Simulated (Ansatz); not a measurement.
## RbBr: optical spectrum from first principles

Aim: the dielectric function of RbBr, and the optical constants that follow from it. The cell comes from an older database entry, whose edges can differ from later determinations, mostly by under a per cent.

Calculated with Ansatz 0.2.0; DFT, PBE, plane-wave PAW, default files, scalar-relativistic, independent-particle optical response without local fields.

The database entry behind the starting cell differs from later determinations by our own check (about 0.5 % short), so it need not match the best structure at ambient conditions.

### 1. Set-up

The structure is cubic, space group Fm-3m (No. 225). The conventional cell has a = 6.854 Å, b = 6.854 Å, c = 6.854 Å, α = 90.00°, β = 90.00°, γ = 90.00°. Rb has 6 Br at 3.43 Å nearest. Br has 6 Rb at 3.43 Å nearest. Farther neighbours and most contacts between anions are not listed.

### 2. Ground state and bands

First the ground state: is it a metal or has it a gap?

This step: DFT, PBE, plane-wave PAW, default files, scalar-relativistic, ground state (Ansatz 0.2.0).

The input, input.yaml:

```yaml
crystal:
  lattice:
    - [0.0, 3.427, 3.427]
    - [3.427, 0.0, 3.427]
    - [3.427, 3.427, 0.0]
  atoms:
    - { symbol: Rb, position: [0.0, 0.0, 0.0] }
    - { symbol: Br, position: [0.5, 0.5, 0.5] }
kpoints:
  mp_grid: { grid: [6, 6, 6] }
  band_path:
    path:
      - [[0.0, 0.0, 0.0], [0.5, 0.0, 0.5], [0.5, 0.25, 0.75], [0.375, 0.375, 0.75], [0.0, 0.0, 0.0], [0.5, 0.5, 0.5], [0.625, 0.25, 0.625], [0.5, 0.25, 0.75], [0.5, 0.5, 0.5], [0.375, 0.375, 0.75]]
      - [[0.625, 0.25, 0.625], [0.5, 0.0, 0.5]]
    npoints: 7
scf:
  occupations: { method: fermi_dirac, width: 0.05 }
  n_extra_bands: 6
hamiltonian:
  xc: pbe
  pseudopotentials: { kind: paw }
output:
  forces: true
  stress: true
  populations: true
  write_bands: true
```

The run is started by

```console
ansatz run input.yaml --threads 2 --pin off --max-ram 5120MiB --backend cpu --events-out ev --progress --plain --runs-dir out
```

The runs that follow: spectrum; static response with local fields. Settings of the main run: response mesh 8×8×8, line width 0.1 eV, cutoff 420 eV, fixed occupations.

**Question.** What will these runs give for the gap on the path; least direct gap on the path; and electronic dielectric constant ε∞, mean over x, y and z?

Light drives vertical transitions, so the absorption sets in only above the least direct gap, 4.36 eV, apart from the broadening. At this level (PBE, independent particles) RbBr has ε∞ = 2.82 (2.55 with local fields) and n = 1.68 at 1550 nm; absorption sets in near 4.4 eV, and Im ε peaks at 7.2 eV. The gap on the path is direct, 4.36 eV.

```
gap on the path                                                                                                                : 4.36 eV
least direct gap on the path                                                                                                   : 4.36 eV
electronic dielectric constant ε∞, mean over x, y and z (by symmetry where fewer were run) (independent particles)             : 2.82
absorption onset, first axis (α over 10⁴ cm⁻¹, or the direct gap if that lies higher)                                          : 4.36 eV
main peak of Im epsilon, first axis                                                                                            : 7.19 eV
electronic dielectric constant ε∞, mean over x, y and z (by symmetry where fewer were run) (static response with local fields) : 2.55
```

Absorption passes 10⁴ cm⁻¹ from the direct gap on, 4.36 eV, in the ultraviolet, so the visible is passed. Distinct maxima of Im ε, read by a parabola through the highest points, lie at 7.19 eV (5.2), 9.20 eV (4.9), 14.46 eV (2.7) and 17.62 eV (2.7). The f-sum over the summed bands holds 15.0 of the cell's 16 electrons outside the frozen cores, 4 of which lie in bands more than 12 eV below the Fermi level, whose transitions come at higher energies. Up to 20 eV the strength has a mean oscillator energy of 10.8 eV, well above the main peak, so higher transitions carry much of it. A film 1 µm thick would pass 87 % of daylight and look colourless in transmission (x = 0.313, y = 0.330). With local fields and the functional's kernel the static response is 2.55 against 2.82 for independent particles (-10 %). In the base spectrum excitons and phonon-assisted transitions are missing, and so are local fields; PBE gaps are as a rule too small, which pulls the onset down and ε∞ up. In the base run ε includes the program's bounded estimate of what the bands above those summed add.

[Logs are printed without paths, hosts, clocks, repeated set-up lines and the standing remarks that a program may print on its own settings, such as how far it seeks lower states.]

[Hosts, paths, dates, database ids (printed as entryN), source tags and the programs' standing remarks are cut or masked in the printed files.]
